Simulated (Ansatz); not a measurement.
Density of states of Te2Mo (P2_1/m, a = 6.368 Å, b = 3.468 Å, c = 36.172 Å, α = 90.00°, β = 90.09°, γ = 90.00°), in states per eV and primitive cell, averaged over bins of 0.4 eV. Level of theory: Ansatz 0.2.0, DFT PBE, scalar-relativistic, plane waves, PAW.

Plane waves to 420 eV, a k mesh through Γ of 6×10×1 on the computed 6-atom cell and Gaussian smearing (0.10 eV); no spin polarisation.

The cell is relaxed at this level. The states (both spins) are summed by tetrahedra on a 9×15×2 mesh at the self-consistent density. Energies are bin centres; the table starts no lower than −8 eV and ends at 6 eV, or lower where the solved bands end.

It is a metal at this level.

| E − E_F (eV) | total | Te 5p | Mo 4d | Te 5s | Mo 5s |
| --- | --- | --- | --- | --- | --- |
| -5.55 | 1.66 | 1.09 | 0.36 | 0.03 | 0.16 |
| -5.15 | 2.67 | 1.70 | 0.59 | 0.09 | 0.25 |
| -4.75 | 6.44 | 4.30 | 1.59 | 0.19 | 0.26 |
| -4.35 | 4.86 | 3.21 | 1.25 | 0.16 | 0.16 |
| -3.95 | 4.10 | 2.50 | 1.19 | 0.21 | 0.12 |
| -3.55 | 5.12 | 3.00 | 1.59 | 0.30 | 0.15 |
| -3.15 | 5.93 | 3.88 | 1.63 | 0.24 | 0.08 |
| -2.75 | 5.49 | 3.15 | 2.02 | 0.16 | 0.05 |
| -2.35 | 5.68 | 3.09 | 2.35 | 0.10 | 0.03 |
| -1.95 | 7.43 | 3.82 | 3.35 | 0.09 | 0.03 |
| -1.55 | 6.58 | 3.06 | 3.28 | 0.09 | 0.05 |
| -1.15 | 7.27 | 3.23 | 3.75 | 0.09 | 0.06 |
| -0.75 | 4.68 | 2.59 | 1.93 | 0.06 | 0.01 |
| -0.35 | 1.77 | 1.01 | 0.69 | 0.02 | 0.01 |
| 0.05 | 1.39 | 0.58 | 0.75 | 0.00 | 0.02 |
| 0.45 | 2.77 | 1.08 | 1.59 | 0.02 | 0.01 |
| 0.85 | 4.22 | 1.24 | 2.83 | 0.03 | 0.03 |
| 1.25 | 4.70 | 1.42 | 3.04 | 0.06 | 0.02 |
| 1.65 | 6.64 | 2.24 | 3.85 | 0.16 | 0.08 |
| 2.05 | 6.57 | 2.67 | 3.35 | 0.16 | 0.07 |
| 2.45 | 4.51 | 2.04 | 1.99 | 0.15 | 0.05 |
| 2.85 | 3.18 | 1.64 | 1.21 | 0.09 | 0.03 |
| 3.25 | 6.10 | 3.07 | 2.43 | 0.15 | 0.08 |
| 3.65 | 0.31 | 0.13 | 0.10 | 0.01 | 0.01 |
| 4.05 | 1.16 | 0.07 | 0.03 | 0.04 | 0.10 |
| 4.45 | 2.91 | 0.13 | 0.08 | 0.05 | 0.30 |

The columns after the total are the main Löwdin projections on the occupied valence shells of the potentials; 2 others are left out. The rest of the total lies in those, in shells that are empty in the free atom, which aren't projected, and between the atoms.

Spin-orbit coupling is left out, which matters for the bands of heavy elements. The cell holds layers, and where no dispersion correction was added their binding is poorly described.